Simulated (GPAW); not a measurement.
# ZrS2 (P-3m1) in GPAW: a series of runs

Runs on ZrS2. Level: PBEsol. Tasks: relaxation of cell and atoms.

Program: GPAW 26.7.0. These are calculated values, not measurements. Logs are shortened: lines on timing, memory, paths and dates and some standing lists are left out, and cuts for length are marked. The log counts tension as positive stress, the text compression.

## 1. The crystal as given

It takes space group P-3m1 (No. 164, trigonal). Conventional cell: a = 3.691 Å, b = 3.691 Å, c = 6.041 Å, α = 90.00°, β = 90.00°, γ = 120.00°. Zr (site symmetry -3m) is surrounded by 6 S at 2.57 Å. S (site symmetry 3m) has 3 Zr at 2.57 Å as nearest neighbours.

The cell is a database's computed one.

## 2. Relaxation of cell and atoms, PBEsol, target pressure 5 GPa, at which the enthalpy is minimised

The input, run.py:

```python
from ase import Atoms
from ase.filters import FrechetCellFilter
from ase.io import write
from ase.optimize import BFGS
from ase.units import GPa
from gpaw import GPAW, PW, setup_paths

setup_paths.insert(0, '.')

atoms = Atoms(['Zr', 'S', 'S'],
              cell=[[3.6913825498, 0.0, 0.0],
                    [-1.8456912749, 3.1968310632, 0.0],
                    [0.0, 0.0, 6.04107701]],
              scaled_positions=[[0.0, 0.0, 0.0],
                                [0.3333333333, 0.6666666667, 0.23790997],
                                [0.6666666667, 0.3333333333, 0.76209003]],
              pbc=True)

calc = GPAW(mode=PW(600),
            xc='PBEsol',
            kpts={'size': (6, 6, 3), 'gamma': True},
            occupations={'name': 'fermi-dirac', 'width': 0.05},
            nbands=24,
            convergence={'density': 1e-05, 'forces': 0.0001},
            maxiter=150,
            txt='gpaw.txt')
atoms.calc = calc
opt = BFGS(FrechetCellFilter(atoms, scalar_pressure=5 * GPa), trajectory='relax.traj', logfile='-')
done = opt.run(fmax=0.02, steps=60)
calc.write('gs.gpw')
write('result.traj', atoms)
print('Converged:', done)
print('Cell:', atoms.cell.cellpar().round(4))
print('Volume:', round(atoms.get_volume(), 4))
print(atoms.get_scaled_positions().round(5))
```

Potentials or basis: PAW data sets generated in the run's folder for this functional, pw.

Launch:

```sh
$ gpaw-setup -f PBEsol S Zr
$ OMP_NUM_THREADS=1 python run.py
```

gpaw.txt:

```text
__  _  _
 | _ |_)|_||  |
 |__||  | ||/\| - 26.7.0

Input parameters:
  mode=PW(ecut=600.0),
  convergence={'density': 1e-05, 'forces': 0.0001},
  kpts=MonkhorstPack(size=(6, 6, 3), gamma=True),
  maxiter=150,
  nbands=24,
  occupations=Occupations(name='fermi-dirac', width=0.05),
  xc=XC(name='PBEsol')

Diagonalizing LCAO Hamiltonian
Converting LCAO to pw mode

            S

        S

       Zr

Atoms  # Å, Bohr magnetons
|   | symbol |         x |        y |        z |    initial magnetic moments |
|---|--------|-----------|----------|----------|-----------------------------|
| 0 |     Zr |  0.000000 | 0.000000 | 0.000000 | ( 0.0000,  0.0000,  0.0000) |
| 1 |      S | -0.000000 | 2.131221 | 1.437232 | ( 0.0000,  0.0000,  0.0000) |
| 2 |      S |  1.845691 | 1.065610 | 4.603845 | ( 0.0000,  0.0000,  0.0000) |

Unit cell  # Å
| periodic |         x |        y |        z |  lengths |     angles |
|----------|-----------|----------|----------|----------|------------|
|      yes |  3.691383 | 0.000000 | 0.000000 | 3.691383 |  90.000000 |
|      yes | -1.845691 | 3.196831 | 0.000000 | 3.691383 |  90.000000 |
|      yes |  0.000000 | 0.000000 | 6.041077 | 6.041077 | 120.000000 |
[... 215 lines left out ...]
Stress tensor  # eV/Ang^3
|        x |        y |        z |
|----------|----------|----------|
| 0.020581 | 0.000000 | 0.000000 |
| 0.000000 | 0.020581 | 0.000000 |
| 0.000000 | 0.000000 | 0.010128 |

Forces  # eV/Ang
|       x |       y |        z |
|---------|---------|----------|
| 0.00000 | 0.00000 |  0.00000 |  # Zr   0
| 0.00000 | 0.00000 | -0.18169 |  # S    1
| 0.00000 | 0.00000 |  0.18169 |  # S    2

Interpolating wave functions to new cell

            S

        S

       Zr

Atoms  # Å, Bohr magnetons
|   | symbol |         x |        y |        z |    initial magnetic moments |
|---|--------|-----------|----------|----------|-----------------------------|
| 0 |     Zr |  0.000000 | 0.000000 | 0.000000 | ( 0.0000,  0.0000,  0.0000) |
| 1 |      S | -0.000000 | 2.118768 | 1.427942 | ( 0.0000,  0.0000,  0.0000) |
| 2 |      S |  1.834907 | 1.059384 | 4.584944 | ( 0.0000,  0.0000,  0.0000) |

Unit cell  # Å
| periodic |         x |        y |        z |  lengths |     angles |
|----------|-----------|----------|----------|----------|------------|
|      yes |  3.669813 | 0.000000 | 0.000000 | 3.669813 |  90.000000 |
|      yes | -1.834907 | 3.178151 | 0.000000 | 3.669813 |  90.000000 |
|      yes |  0.000000 | 0.000000 | 6.012887 | 6.012887 | 120.000000 |
[... 208 lines left out ...]
Gap: 1.053 eV
Transition (v -> c):
  (s=0, k=3, n=11, [0.17, 0.00, 0.00]) -> (s=0, k=16, n=12, [0.50, 0.50, 0.33])
Direct/indirect transitions are different
Direct gap: 1.589 eV
Transition at: (s=0, k=0, n=11, [0.00, 0.00, 0.00])

Stress tensor  # eV/Ang^3
|         x |         y |        z |
|-----------|-----------|----------|
|  0.010253 | -0.000000 | 0.000000 |
| -0.000000 |  0.010253 | 0.000000 |
|  0.000000 |  0.000000 | 0.001526 |

Forces  # eV/Ang
|        x |       y |        z |
|----------|---------|----------|
|  0.00000 | 0.00000 |  0.00000 |  # Zr   0
|  0.00000 | 0.00000 |  0.02941 |  # S    1
| -0.00000 | 0.00000 | -0.02941 |  # S    2

Interpolating wave functions to new cell

            S

         S

       Zr

Atoms  # Å, Bohr magnetons
|   | symbol |         x |         y |        z |    initial magnetic moments |
|---|--------|-----------|-----------|----------|-----------------------------|
| 0 |     Zr |  0.000000 | -0.000000 | 0.000000 | ( 0.0000,  0.0000,  0.0000) |
| 1 |      S | -0.000000 |  2.073359 | 1.404797 | ( 0.0000,  0.0000,  0.0000) |
| 2 |      S |  1.795582 |  1.036680 | 4.506037 | ( 0.0000,  0.0000,  0.0000) |

Unit cell  # Å
| periodic |         x |         y |         z |  lengths |     angles |
|----------|-----------|-----------|-----------|----------|------------|
|      yes |  3.591163 |  0.000000 | -0.000000 | 3.591163 |  90.000000 |
|      yes | -1.795582 |  3.110039 | -0.000000 | 3.591163 |  90.000000 |
|      yes | -0.000000 | -0.000000 |  5.910834 | 5.910834 | 120.000000 |
[... 233 lines left out ...]
         S

       Zr

Atoms  # Å, Bohr magnetons
|   | symbol |         x |         y |        z |    initial magnetic moments |
|---|--------|-----------|-----------|----------|-----------------------------|
| 0 |     Zr |  0.000000 | -0.000000 | 0.000000 | ( 0.0000,  0.0000,  0.0000) |
| 1 |      S | -0.000000 |  2.068556 | 1.412090 | ( 0.0000,  0.0000,  0.0000) |
| 2 |      S |  1.791422 |  1.034278 | 4.487414 | ( 0.0000,  0.0000,  0.0000) |

Unit cell  # Å
| periodic |         x |         y |        z |  lengths |     angles |
|----------|-----------|-----------|----------|----------|------------|
|      yes |  3.582844 | -0.000000 | 0.000000 | 3.582844 |  90.000000 |
|      yes | -1.791422 |  3.102834 | 0.000000 | 3.582844 |  90.000000 |
|      yes | -0.000000 |  0.000000 | 5.899504 | 5.899504 | 120.000000 |

Number of symmetries: 12
Symmetry operations  # r_c * U_cc + t_c -> r_c
|    | kind |            matrix            |
|----|------|------------------------------|
|  0 |  σ   |  1, 1, 0,  0,-1, 0,  0, 0, 1 |
|  1 |  S6  |  1, 1, 0, -1, 0, 0,  0, 0,-1 |
|  2 |  E   |  1, 0, 0,  0, 1, 0,  0, 0, 1 |
|  3 |  C2  |  1, 0, 0, -1,-1, 0,  0, 0,-1 |
|  4 |  C2  |  0, 1, 0,  1, 0, 0,  0, 0,-1 |
|  5 |  C3  |  0, 1, 0, -1,-1, 0,  0, 0, 1 |
|  6 |  S6  |  0,-1, 0,  1, 1, 0,  0, 0,-1 |
|  7 |  σ   |  0,-1, 0, -1, 0, 0,  0, 0, 1 |
|  8 |  σ   | -1, 0, 0,  1, 1, 0,  0, 0, 1 |
|  9 |  i   | -1, 0, 0,  0,-1, 0,  0, 0,-1 |
| 10 |  C3  | -1,-1, 0,  1, 0, 0,  0, 0, 1 |
| 11 |  C2  | -1,-1, 0,  0, 1, 0,  0, 0,-1 |
[... 198 lines left out ...]
Stress tensor  # eV/Ang^3
|         x |         y |         z |
|-----------|-----------|-----------|
| -0.032519 |  0.000000 |  0.000000 |
| -0.000000 | -0.032519 |  0.000000 |
|  0.000000 |  0.000000 | -0.029392 |

Forces  # eV/Ang
|       x |        y |        z |
|---------|----------|----------|
| 0.00000 |  0.00000 |  0.00000 |  # Zr   0
| 0.00000 |  0.00000 |  0.72829 |  # S    1
| 0.00000 | -0.00000 | -0.72829 |  # S    2

Interpolating wave functions to new cell

            S

         S

       Zr
[... 730 lines left out ...]
Stress tensor  # eV/Ang^3
|         x |         y |         z |
|-----------|-----------|-----------|
| -0.029318 |  0.000000 |  0.000000 |
|  0.000000 | -0.029318 |  0.000000 |
|  0.000000 |  0.000000 | -0.014929 |

Forces  # eV/Ang
|       x |        y |        z |
|---------|----------|----------|
| 0.00000 |  0.00000 |  0.00000 |  # Zr   0
| 0.00000 |  0.00000 |  0.04255 |  # S    1
| 0.00000 | -0.00000 | -0.04255 |  # S    2

Interpolating wave functions to new cell

            S

         S

       Zr
[... 251 lines left out ...]
Atoms  # Å, Bohr magnetons
|   | symbol |         x |         y |         z |    initial magnetic moments |
|---|--------|-----------|-----------|-----------|-----------------------------|
| 0 |     Zr |  0.000000 | -0.000000 | -0.000000 | ( 0.0000,  0.0000,  0.0000) |
| 1 |      S | -0.000000 |  2.052072 |  1.465279 | ( 0.0000,  0.0000,  0.0000) |
| 2 |      S |  1.777146 |  1.026036 |  3.951518 | ( 0.0000,  0.0000,  0.0000) |

Unit cell  # Å
| periodic |         x |        y |         z |  lengths |     angles |
|----------|-----------|----------|-----------|----------|------------|
|      yes |  3.554293 | 0.000000 | -0.000000 | 3.554293 |  90.000000 |
|      yes | -1.777146 | 3.078108 |  0.000000 | 3.554293 |  90.000000 |
|      yes | -0.000000 | 0.000000 |  5.416797 | 5.416797 | 120.000000 |

Number of symmetries: 12
Symmetry operations  # r_c * U_cc + t_c -> r_c
|    | kind |            matrix            |
|----|------|------------------------------|
|  0 |  σ   |  1, 1, 0,  0,-1, 0,  0, 0, 1 |
|  1 |  S6  |  1, 1, 0, -1, 0, 0,  0, 0,-1 |
|  2 |  E   |  1, 0, 0,  0, 1, 0,  0, 0, 1 |
|  3 |  C2  |  1, 0, 0, -1,-1, 0,  0, 0,-1 |
|  4 |  C2  |  0, 1, 0,  1, 0, 0,  0, 0,-1 |
|  5 |  C3  |  0, 1, 0, -1,-1, 0,  0, 0, 1 |
|  6 |  S6  |  0,-1, 0,  1, 1, 0,  0, 0,-1 |
|  7 |  σ   |  0,-1, 0, -1, 0, 0,  0, 0, 1 |
|  8 |  σ   | -1, 0, 0,  1, 1, 0,  0, 0, 1 |
|  9 |  i   | -1, 0, 0,  0,-1, 0,  0, 0,-1 |
| 10 |  C3  | -1,-1, 0,  1, 0, 0,  0, 0, 1 |
| 11 |  C2  | -1,-1, 0,  0, 1, 0,  0, 0,-1 |
[... 220 lines left out ...]
Atoms  # Å, Bohr magnetons
|   | symbol |         x |         y |         z |    initial magnetic moments |
|---|--------|-----------|-----------|-----------|-----------------------------|
| 0 |     Zr |  0.000000 | -0.000000 | -0.000000 | ( 0.0000,  0.0000,  0.0000) |
| 1 |      S | -0.000000 |  2.049135 |  1.468269 | ( 0.0000,  0.0000,  0.0000) |
| 2 |      S |  1.774603 |  1.024568 |  3.953217 | ( 0.0000,  0.0000,  0.0000) |

Unit cell  # Å
| periodic |         x |         y |        z |  lengths |     angles |
|----------|-----------|-----------|----------|----------|------------|
|      yes |  3.549206 | -0.000000 | 0.000000 | 3.549206 |  90.000000 |
|      yes | -1.774603 |  3.073703 | 0.000000 | 3.549206 |  90.000000 |
|      yes | -0.000000 |  0.000000 | 5.421486 | 5.421486 | 120.000000 |

Number of symmetries: 12
Symmetry operations  # r_c * U_cc + t_c -> r_c
|    | kind |            matrix            |
|----|------|------------------------------|
|  0 |  σ   |  1, 1, 0,  0,-1, 0,  0, 0, 1 |
|  1 |  S6  |  1, 1, 0, -1, 0, 0,  0, 0,-1 |
|  2 |  E   |  1, 0, 0,  0, 1, 0,  0, 0, 1 |
|  3 |  C2  |  1, 0, 0, -1,-1, 0,  0, 0,-1 |
|  4 |  C2  |  0, 1, 0,  1, 0, 0,  0, 0,-1 |
|  5 |  C3  |  0, 1, 0, -1,-1, 0,  0, 0, 1 |
|  6 |  S6  |  0,-1, 0,  1, 1, 0,  0, 0,-1 |
|  7 |  σ   |  0,-1, 0, -1, 0, 0,  0, 0, 1 |
|  8 |  σ   | -1, 0, 0,  1, 1, 0,  0, 0, 1 |
|  9 |  i   | -1, 0, 0,  0,-1, 0,  0, 0,-1 |
| 10 |  C3  | -1,-1, 0,  1, 0, 0,  0, 0, 1 |
| 11 |  C2  | -1,-1, 0,  0, 1, 0,  0, 0,-1 |
[... 203 lines left out ...]
Forces  # eV/Ang
|        x |       y |        z |
|----------|---------|----------|
|  0.00000 | 0.00000 |  0.00000 |  # Zr   0
| -0.00000 | 0.00000 |  0.00485 |  # S    1
|  0.00000 | 0.00000 | -0.00485 |  # S    2

# Writing to gs.gpw (mode='')
```

It took 3 min on 1 thread of Arm Neoverse V1, shared host; peak memory 0.25 GiB.

What came out:

* Free energy: -21.3147 eV
* Relaxed volume: 19.71 Å³/atom
* Relaxed cell: a = 3.549 Å, b = 3.549 Å, c = 5.421 Å, α = 90.00°, β = 90.00°, γ = 120.00°
* Space group after relaxing (to 0.05 Å): P-3m1 (No. 164)
* Energy change on relaxing (the enthalpy is what falls): +25.2 meV/atom
* Ionic steps: 10
* Pressure after relaxing: 5.0 GPa
* Largest force after relaxing: 0.005 eV/Å
* Band gap on the k mesh: 0.22 eV, indirect (least direct gap 1.09 eV)

Forces on the atoms (eV/Å):
```
Zr   0.000  0.000  0.000
S    0.000  0.000  0.005
S    0.000  0.000 -0.005
```

The path:
```csv
step,energy change (eV),largest force (eV/Å),pressure (GPa),volume (Å³)
1,0.0000,0.1817,-2.74,71.29
2,-0.0144,0.0294,-1.18,70.13
3,0.0309,0.7663,4.94,66.02
4,0.0297,0.7283,5.04,65.58
5,0.0879,0.0349,5.02,60.71
6,0.0743,0.0149,4.78,60.95
7,0.0332,0.0425,3.93,61.09
8,0.0529,0.0200,4.27,59.92
9,0.0721,0.0101,4.86,59.26
10,0.0757,0.0048,5.01,59.14
```

Final structure:
```xyz
3
Lattice="3.5492 0.0000 0.0000 -1.7746 3.0737 0.0000 0.0000 0.0000 5.4215" Properties=species:S:1:pos:R:3 pbc="T T T"
Zr    0.0000    0.0000    0.0000
S     0.0000    2.0491    1.4683
S     1.7746    1.0246    3.9532
```

Levels at points of the mesh, in eV from the valence-band top:
```tsv
k point	band 8	band 9	band 10	band 11	band 12	band 13	band 14	band 15	band 16	band 17
(0.00, 0.00, 0.00)	-3.39	-3.39	-0.46	-0.46	0.00	1.09	1.09	1.66	4.17	4.17
(0.50, 0.50, 0.00)	-3.35	-3.32	-3.01	-2.70	-1.98	0.32	3.11	3.53	5.60	5.74
```

Caveat: later steps reuse the first step's grids; the volume moved by over 15 % at a fixed basis, so the end points are rough; an odd mesh through Γ misses points on the zone boundary, where band edges often lie; this functional lacks dispersion, which binds the layers, so the pressure and a relaxed spacing across them are unreliable.

## 3. Relaxation of cell and atoms, PBEsol, target pressure 10 GPa, at which the enthalpy is minimised

run.py, as its differences from that of step 2:

```diff
@@ -27,3 +27,3 @@
 atoms.calc = calc
-opt = BFGS(FrechetCellFilter(atoms, scalar_pressure=5 * GPa), trajectory='relax.traj', logfile='-')
+opt = BFGS(FrechetCellFilter(atoms, scalar_pressure=10 * GPa), trajectory='relax.traj', logfile='-')
 done = opt.run(fmax=0.02, steps=60)
```

Potentials or basis: PAW data sets generated in the run's folder for this functional, pw.

Launch:

```sh
$ gpaw-setup -f PBEsol S Zr
$ OMP_NUM_THREADS=1 python run.py
```

Wall time 2.6 min (1 thread of Arm Neoverse V1, shared host); peak memory 0.29 GiB.

Results (log left out):

| Property | Result |
| --- | --- |
| Free energy | -21.1434 eV |
| Relaxed volume | 18.48 Å³/atom |
| Relaxed cell | a = 3.484 Å, b = 3.484 Å, c = 5.273 Å, α = 90.00°, β = 90.00°, γ = 120.00° |
| Space group after relaxing (to 0.05 Å) | P-3m1 (No. 164) |
| Energy change on relaxing (the enthalpy is what falls) | +82.6 meV/atom |
| Ionic steps | 11 |
| Pressure after relaxing | 10.0 GPa |
| Band gap on the k mesh | none (metal or under the smearing width) |

The path:
| step | energy change (eV) | largest force (eV/Å) | pressure (GPa) | volume (Å³) |
| --- | --- | --- | --- | --- |
| 1 | 0.0000 | 0.1817 | -2.74 | 71.29 |
| 2 | -0.0172 | 0.1553 | -0.21 | 69.39 |
| 3 | 0.1703 | 1.3885 | 10.60 | 62.81 |
| 4 | 0.1608 | 1.2818 | 10.49 | 62.24 |
| 5 | 0.2869 | 0.1391 | 10.67 | 56.10 |
| 6 | 0.2970 | 0.0669 | 9.89 | 55.73 |
| 7 | 0.3041 | 0.3099 | 9.13 | 55.26 |
| 8 | 0.2786 | 0.3937 | 8.61 | 55.27 |
| 9 | 0.2472 | 0.2158 | 8.92 | 55.51 |
| 10 | 0.2494 | 0.0411 | 9.83 | 55.42 |
| 11 | 0.2478 | 0.0004 | 9.97 | 55.44 |

Final structure:
```
Zr S
1.0
     3.48433    0.00000    0.00000
    -1.74217    3.01752    0.00000
     0.00000    0.00000    5.27341
Zr S
1 2
Direct
  0.00000 0.00000 0.00000
  0.33333 0.66667 0.28146
  0.66667 0.33333 0.71854
```

Levels at points of the mesh, in eV from the Fermi level:
```tsv
k point	band 8	band 9	band 10	band 11	band 12	band 13	band 14	band 15	band 16	band 17
(0.00, 0.00, 0.00)	-3.41	-3.41	-0.38	-0.38	0.20	1.15	1.15	1.54	4.00	4.00
(0.50, 0.50, 0.00)	-3.63	-3.50	-3.01	-2.66	-2.14	0.15	3.35	3.86	5.72	6.03
```

Caveat: later steps reuse the first step's grids; the volume moved by over 15 % at a fixed basis, so the end points are rough; this functional lacks dispersion, which binds the layers, so the pressure and a relaxed spacing across them are unreliable.
